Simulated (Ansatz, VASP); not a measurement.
# Cross-check of KZnF3 between VASP and Ansatz, part 2 of 2

Aim: how closely do two programs agree when they are given the same cell, functional and k mesh? The cell is a member of a volume series, scaled by 1.015 from a relaxed one, so a pressure remains.

VASP 6.6.1 and Ansatz 0.2.0.

So far. Step 6 (Ansatz: single point, LDA, volume scaled by 0.97): The run ends at a pressure of 2.43 GPa.

**7. VASP: single point, LDA, volume scaled by 0.97**

Level of this step: LDA; plane waves and PAW (Zn, K_sv, F) (VASP).

The same cell, functional (in two slightly different forms), mesh and smearing now go to VASP, with its own data sets and cutoff.

The input asks for a relaxation, which ended at its first step since no free force or stress exceeded the threshold; so it serves as a single point.

File INCAR:

```
SYSTEM = KZnF3
PREC = Accurate
ENCUT = 560
EDIFF = 1E-07
NELM = 100
ISMEAR = 0
SIGMA = 0.03
LREAL = .FALSE.
ALGO = Normal
GGA = CA
NBANDS = 27
LORBIT = 11
LWAVE = .FALSE.
LCHARG = .FALSE.
KPAR = 8
IBRION = 2
NSW = 50
ISIF = 4
EDIFFG = -0.002
```

File POSCAR:

```
KZnF3
1.0
    3.9414006296      0.0000000000      0.0000000000
    0.0000000000      3.9414006296      0.0000000000
    0.0000000000      0.0000000000      3.9414006296
Zn K F
1 1 3
Direct
    0.5000000000      0.5000000000      0.5000000000
    0.0000000000      0.0000000000      0.0000000000
    0.5000000000      0.0000000000      0.5000000000
    0.0000000000      0.5000000000      0.5000000000
    0.5000000000      0.5000000000      0.0000000000
```

File KPOINTS:

```
Automatic mesh
0
Gamma
6 6 6
0 0 0
```

PAW data sets: Zn, K_sv and F (LDA family, release 64).

Command:

```sh
mpirun -np 8 vasp_std
```

Numbers of over 12 decimals in the logs are rounded to 6 here.

Output:

```text
[banner, memory and clock lines left out]
running    8 mpi-ranks, on    1 nodes
[...]
[... a notice as in an earlier step ...]

 LDA part: xc-table for (Slater(with rela. corr.)+CA(PZ))
 , standard interpolation
 POSCAR, INCAR and KPOINTS ok, starting setup
[...]
entering main loop
       N       E                     dE             d eps       ncg     rms          rms(c)
DAV:   1     0.476509923417E+03    0.47651E+03   -0.23454E+04  1080   0.204E+03
DAV:   2     0.173245202233E+02   -0.45919E+03   -0.44119E+03  1240   0.503E+02
DAV:   3    -0.239098793383E+02   -0.41234E+02   -0.40935E+02  1249   0.157E+02
DAV:   4    -0.250603007089E+02   -0.11504E+01   -0.11457E+01  1725   0.239E+01
[...]
DAV:  15    -0.230865968838E+02    0.23136E-05   -0.15460E-05  1615   0.650E-02    0.549E-03
DAV:  16    -0.230865966696E+02    0.21414E-06   -0.38439E-06  1416   0.172E-02    0.119E-03
DAV:  17    -0.230865966766E+02   -0.70213E-08   -0.18230E-07   862   0.405E-03
   1 F= -.23086597E+02 E0= -.23086597E+02  d E =-.230866E+02
[...]
reached required accuracy - stopping structural energy minimisation
```

Parts of OUTCAR (step 7):

```text
  Total        1.1882168      1.1882168      1.1882168     -0.0000000     -0.0000000      0.0000000
  in kB       31.0924190     31.0924190     31.0924190     -0.0000000     -0.0000000      0.0000000
  external PRESSURE =      31.0924190 kB  Pullay stress =       0.0000000 kB

 POSITION                                       TOTAL-FORCE (eV/Angst)
 -----------------------------------------------------------------------------------
      1.97070      1.97070      1.97070         0.000000      0.000000      0.000000
      0.00000      0.00000      0.00000         0.000000      0.000000      0.000000
      1.97070      0.00000      1.97070         0.000000      0.000000      0.000000
      0.00000      1.97070      1.97070         0.000000      0.000000      0.000000
      1.97070      1.97070      0.00000         0.000000      0.000000      0.000000
 -----------------------------------------------------------------------------------
    total drift:                                0.000000      0.000000     -0.000000

  FREE ENERGIE OF THE ION-ELECTRON SYSTEM (eV)
  ---------------------------------------------------
  free  energy   TOTEN  =       -23.0865966766 eV

  energy  without entropy=      -23.0865966766  energy(sigma->0) =      -23.08659668

[... 2 parts as in an earlier step ...]

[... 2 further parts left out ...]
[key lines of the parts left out:]
E-fermi :  -0.1358
```

**8. Side by side**

Both answers:

```
                                        quantity  Ansatz   VASP  difference
                                  pressure (GPa)    2.43   3.11       -0.68
pressure without Ansatz's Pulay correction (GPa)    1.53   3.11       -1.57
                          gap on the k mesh (eV)   3.864  3.816      +0.048
```

A gap on the mesh is an upper bound, since the band edges may lie between its points. Ansatz's pressure holds a Pulay correction of 0.90 GPa; VASP's holds none.

**9. VASP: single point, LDA, volume scaled by 1.03**

A single point gives forces, pressure and levels at one fixed geometry, so differences don't come from the geometry; what else differs is listed under the comparison. The cell compared in this pair holds 65.02 Å³, against 61.23 Å³ for the pair before.

The input asks for a relaxation, which ended at its first step since no free force or stress exceeded the threshold; so it serves as a single point.

INCAR is that of step 7.

POSCAR: that of step 7 with these lines changed.

```diff
@@ -2,5 +2,5 @@
 1.0
-    3.9414006296      0.0000000000      0.0000000000
-    0.0000000000      3.9414006296      0.0000000000
-    0.0000000000      0.0000000000      3.9414006296
+    4.0210463431      0.0000000000      0.0000000000
+    0.0000000000      4.0210463431      0.0000000000
+    0.0000000000      0.0000000000      4.0210463431
 Zn K F
```

KPOINTS is that of step 7.

Command:

```sh
mpirun -np 8 vasp_std
```

Output:

```text
[... set-up lines as in an earlier step ...]
 entering main loop
       N       E                     dE             d eps       ncg     rms          rms(c)
DAV:   1     0.474091079116E+03    0.47409E+03   -0.23281E+04  1080   0.197E+03
DAV:   2     0.184871721350E+02   -0.45560E+03   -0.43655E+03  1209   0.503E+02
DAV:   3    -0.239901921995E+02   -0.42477E+02   -0.42169E+02  1266   0.158E+02
DAV:   4    -0.251353147235E+02   -0.11451E+01   -0.11408E+01  1725   0.245E+01
[...]
DAV:  14    -0.230952680191E+02   -0.83955E-05   -0.93694E-05  1384   0.105E-01    0.806E-03
DAV:  15    -0.230952674477E+02    0.57139E-06   -0.52839E-06  1317   0.161E-02    0.325E-03
DAV:  16    -0.230952673722E+02    0.75570E-07   -0.35608E-07  1164   0.438E-03
   1 F= -.23095267E+02 E0= -.23095267E+02  d E =-.230953E+02
[...]
reached required accuracy - stopping structural energy minimisation
```

OUTCAR, selected parts (step 9):

```text
  Total       -1.0781426     -1.0781426     -1.0781426     -0.0000000      0.0000000      0.0000000
  in kB      -26.5686546    -26.5686546    -26.5686546     -0.0000000      0.0000000      0.0000000
  external PRESSURE =     -26.5686546 kB  Pullay stress =       0.0000000 kB

 POSITION                                       TOTAL-FORCE (eV/Angst)
 -----------------------------------------------------------------------------------
      2.01052      2.01052      2.01052         0.000000      0.000000      0.000000
      0.00000      0.00000      0.00000         0.000000      0.000000      0.000000
      2.01052      0.00000      2.01052         0.000000      0.000000      0.000000
      0.00000      2.01052      2.01052         0.000000      0.000000      0.000000
      2.01052      2.01052      0.00000         0.000000      0.000000      0.000000
 -----------------------------------------------------------------------------------
    total drift:                                0.000000     -0.000000     -0.000000

  FREE ENERGIE OF THE ION-ELECTRON SYSTEM (eV)
  ---------------------------------------------------
  free  energy   TOTEN  =       -23.0952673722 eV

  energy  without entropy=      -23.0952673722  energy(sigma->0) =      -23.09526737

[... 2 parts as in an earlier step ...]

[... 2 further parts left out ...]
[key lines of the parts left out:]
E-fermi :  -0.8001
```

**10. Ansatz: single point, LDA, volume scaled by 1.03**

The same cell, functional (in two slightly different forms), mesh and smearing now go to Ansatz, which takes its cutoff from its data sets.

The cell is a member of a volume series, scaled by 1.03 from a relaxed one, so a pressure remains.

File input.yaml:

```yaml
crystal:
  lattice:
    - [4.02104634, 0.0, 0.0]
    - [0.0, 4.02104634, 0.0]
    - [0.0, 0.0, 4.02104634]
  atoms:
    - { symbol: Zn, position: [0.5, 0.5, 0.5] }
    - { symbol: K, position: [0.0, 0.0, 0.0] }
    - { symbol: F, position: [0.5, 0.0, 0.5] }
    - { symbol: F, position: [0.0, 0.5, 0.5] }
    - { symbol: F, position: [0.5, 0.5, 0.0] }
hamiltonian:
  xc: lda
  pseudopotentials: { kind: paw }
kpoints:
  mp_grid: { grid: [6, 6, 6] }
scf:
  occupations: { method: gaussian, width: 0.03 }
  n_extra_bands: 5
output:
  forces: true
  stress: true
  eigenvalues: true
```

Command:

```sh
ansatz run input.yaml --threads 2 --pin off --max-ram 4608MiB --backend cpu --events-out ev --progress --plain --runs-dir out
```

Output:

```text
[...]
Crystal: 5 atoms, lattice volume = 65.016 Å³
Basis set: ecut = 420 eV, 1309 PW (Γ)
Bands: 26, of which v1, the nominal top of the filled ones, is band 21 counted from 1 (20 counted from 0)
Symmetry: 48 space group operations
[...]
k-points: 20 of 216
[...]
k-point 0: bands = [... 17 lower, 1.9260, 2.1514, 2.1514, 2.1514, 7.7538, 12.4894, 12.4894, 13.2064, ... 1 higher]
  k-point 1: bands = [... 17 lower, 1.9621, 2.1420, 2.1709, 2.1709, 8.3066, 12.7049, 12.7268, 13.4984, ... 1 higher]
  k-point 2: bands = [... 17 lower, 1.9702, 2.2581, 2.2581, 2.3084, 9.6102, 12.6492, 13.2289, 14.6252, ... 1 higher]
  k-point 19: bands = [... 17 lower, 2.5385, 2.5385, 4.0617, 4.0617, 12.2979, 12.2979, 12.2979, 14.2921, ... 1 higher]
[key lines of the parts left out:]
SCF converged after 7 iterations
Free energy (F): -7128.410898 eV
Fermi energy:    5.907946 eV
P = ⅓ Tr σ = -3.1514 GPa (-31.514 kbar)
```

Wall time 2.3 s (2 threads of Arm Neoverse N1, shared host); peak memory 0.31 GiB.

The run ends at a pressure of -3.15 GPa.

**11. Comparison**

The two programs side by side:

```
                                        quantity  Ansatz   VASP  difference
                                  pressure (GPa)   -3.15  -2.66       -0.49
pressure without Ansatz's Pulay correction (GPa)   -4.01  -2.66       -1.35
                          gap on the k mesh (eV)   3.692  3.651      +0.041
```

A gap on the mesh is an upper bound, since the band edges may lie between its points. Ansatz's pressure holds a Pulay correction of 0.85 GPa; VASP's holds none.

**12. Results**

| Item | Value |
| --- | --- |
| difference in gap on the k mesh (single point, LDA, volume scaled by 1.015) | 0.041 eV |
| difference in pressure (single point, LDA, volume scaled by 1.015) | -0.56 GPa |
| difference in gap on the k mesh (single point, LDA, volume scaled by 0.97) | 0.048 eV |
| difference in pressure (single point, LDA, volume scaled by 0.97) | -0.68 GPa |
| difference in gap on the k mesh (single point, LDA, volume scaled by 1.03) | 0.041 eV |

In words: The difference in pressure is -0.68 GPa (single point, LDA, volume scaled by 0.97), within the 1 GPa picked in this series as the mark of a large difference. For single point, LDA, volume scaled by 1.015, no further run moves any of the tabulated differences by more than a quarter of its size. 2 further runs of this series are not shown here. How closely two codes agree says nothing of how well the functional describes the real material.

[Lines on the potential files, build, host, timing and source positions are cut from VASP's logs without a mark.]

[Logs are printed without paths, hosts, clocks, repeated set-up lines and the standing remarks that a program may print on its own settings, such as how far it seeks lower states.]

[Hosts, paths, dates, database ids (printed as entryN), source tags and the programs' standing remarks are cut or masked in the printed files.]
